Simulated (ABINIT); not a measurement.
Crystal: MgO.

```
Mg O
1.0
     0.00000    2.09700    2.09700
     2.09700    0.00000    2.09700
     2.09700    2.09700    0.00000
Mg O
1 1
Direct
  0.00000 0.00000 0.00000
  0.50000 0.50000 0.50000
```

The cell is a database's computed one.

Program: ABINIT 10.8.3 (patched build). Alike in all runs: no spin polarisation; cell as given; smearing fermi-dirac 0.05 eV.

Question: Order these runs on this cell by their band gap on the k mesh, lowest first.
A. level revPBE; potentials or basis JTH PAW PBE v2.0; k mesh 11 × 11 × 11; cutoff (eV) 626; fine-grid cutoff 1224.51 eV
B. level r2SCAN; potentials or basis JTH PAW PBE v2.0; k mesh 7 × 7 × 7; cutoff (eV) 762; fine-grid cutoff 1360.57 eV
C. level LDA; potentials or basis JTH PAW LDA v2.0; k mesh 7 × 7 × 7; cutoff (eV) 626; fine-grid cutoff 1224.51 eV

Answer: C (4.78 eV), A (4.95 eV), B (5.77 eV).
